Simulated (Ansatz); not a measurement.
Method: Ansatz, DFT PBE, scalar-relativistic, plane waves, PAW. Settings: cutoff 420 eV, Γ-centred meshes spaced at most about 0.3 Å⁻¹, and about 0.25 Å⁻¹ or finer for metals (2π included), Gaussian smearing. Cells run with spin keep no moment; the others have no spin polarisation.

All energies are static (0 K, no zero-point motion).

Task: Which of these relaxed structures of MoS is the lowest in energy?
A.

```cif
data_structure
_symmetry_space_group_name_H-M 'P-6m2'
_symmetry_Int_Tables_number 187
_cell_length_a 3.2053
_cell_length_b 3.2053
_cell_length_c 3.2812
_cell_angle_alpha 90.000
_cell_angle_beta 90.000
_cell_angle_gamma 120.000
_cell_volume 29.20
loop_
_atom_site_label
_atom_site_type_symbol
_atom_site_symmetry_multiplicity
_atom_site_Wyckoff_symbol
_atom_site_fract_x
_atom_site_fract_y
_atom_site_fract_z
_atom_site_occupancy
Mo1 Mo 1 f 0.66667 0.33333 0.50000 1
S1 S 1 c 0.33333 0.66667 0.00000 1
```

B.

```cif
data_structure
_symmetry_space_group_name_H-M 'P6_3/mmc'
_symmetry_Int_Tables_number 194
_cell_length_a 3.2322
_cell_length_b 3.2322
_cell_length_c 6.4560
_cell_angle_alpha 90.000
_cell_angle_beta 90.000
_cell_angle_gamma 120.000
_cell_volume 58.41
loop_
_atom_site_label
_atom_site_type_symbol
_atom_site_symmetry_multiplicity
_atom_site_Wyckoff_symbol
_atom_site_fract_x
_atom_site_fract_y
_atom_site_fract_z
_atom_site_occupancy
Mo1 Mo 2 a 0.00000 0.00000 0.00000 1
S1 S 2 c 0.33333 0.66667 0.25000 1
```

C.

```cif
data_structure
_symmetry_space_group_name_H-M 'F-43m'
_symmetry_Int_Tables_number 216
_cell_length_a 5.3344
_cell_length_b 5.3344
_cell_length_c 5.3344
_cell_angle_alpha 90.000
_cell_angle_beta 90.000
_cell_angle_gamma 90.000
_cell_volume 151.80
loop_
_atom_site_label
_atom_site_type_symbol
_atom_site_symmetry_multiplicity
_atom_site_Wyckoff_symbol
_atom_site_fract_x
_atom_site_fract_y
_atom_site_fract_z
_atom_site_occupancy
Mo1 Mo 4 a 0.00000 0.00000 0.00000 1
S1 S 4 c 0.25000 0.25000 0.25000 1
```

D.

```cif
data_structure
_symmetry_space_group_name_H-M 'Fm-3m'
_symmetry_Int_Tables_number 225
_cell_length_a 4.9562
_cell_length_b 4.9562
_cell_length_c 4.9562
_cell_angle_alpha 90.000
_cell_angle_beta 90.000
_cell_angle_gamma 90.000
_cell_volume 121.75
loop_
_atom_site_label
_atom_site_type_symbol
_atom_site_symmetry_multiplicity
_atom_site_Wyckoff_symbol
_atom_site_fract_x
_atom_site_fract_y
_atom_site_fract_z
_atom_site_occupancy
Mo1 Mo 4 a 0.00000 0.00000 0.00000 1
S1 S 4 b 0.50000 0.00000 0.00000 1
```

Result: B. The next of these, A, lies 75 meV/atom higher. Forms: B P6_3/mmc; A tungsten carbide type, P-6m2; C zinc blende type, F-43m; D rock salt type, Fm-3m. Counting S atoms around Mo (those within 1.25 times the shortest such distance or 1.15 times the sum of covalent radii, 1.27 where that leaves under three): B has Mo 6; A has Mo 6; C has Mo 4; D has Mo 6. All come from invented guesses. The lowest form computed isn't among them: it has space group P2_13 (No. 198), 15.3 Å³/atom and lies 22 meV/atom below the best shown.

Cells relaxed within their symmetry can be saddle points. Some types were kept out of the candidates beforehand, so the set may lack a known form.
